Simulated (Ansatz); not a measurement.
# AlRu under changes of volume

One of the cells (13.387 Å³/atom); the others are scaled copies at fixed shape and fractional positions:

```
CELL_PARAMETERS angstrom
2.99160 0.00000 0.00000
0.00000 2.99160 0.00000
0.00000 0.00000 2.99160
ATOMIC_POSITIONS crystal
Ru 0.50000 0.50000 0.50000
Al 0.00000 0.00000 0.00000
```

- Program: Ansatz 0.2.0
- Functional: PBEsol
- Potentials or basis: Ansatz PAW
- Cutoff: 420 eV (not typed: the program's choice for these potentials)
- k mesh: 9 × 9 × 9
- Occupations: fermi-dirac, width 0.05 eV
- Spin: no spin polarisation

| volume (Å³/atom) | energy over the lowest point (meV/atom) | pressure (GPa) |
| --- | --- | --- |
| 12.584 | ? | ? |
| 12.851 | 5.57 | 5.9 |
| 13.119 | 0.00 | 1.0 |
| 13.387 | 2.10 | -3.3 |
| 13.655 | 11.07 | -7.2 |
| 13.922 | 26.19 | -10.7 |
| 14.190 | 46.83 | -13.8 |

Question: What does the run at 12.584 Å³/atom give?

Answer: Energy over the lowest point 19.68 meV/atom; pressure 11.2 GPa.

Worked out: A Birch-Murnaghan fit of order 3 (a polynomial in V^(-2/3)) to the other rows has its minimum at 13.18 Å³/atom with B0 = V·E''(V) = 220 GPa and B' = 4.4. It gives 19.66 meV/atom at 12.584 Å³/atom, against the run's 19.68, and -dE/dV = 11.2 GPa, against 11.2.

Energies are extrapolated to zero smearing.

Caveats: the PAW data sets come from PBE, with cores solved anew for the run's functional, which leaves a small shift of forces and pressure.
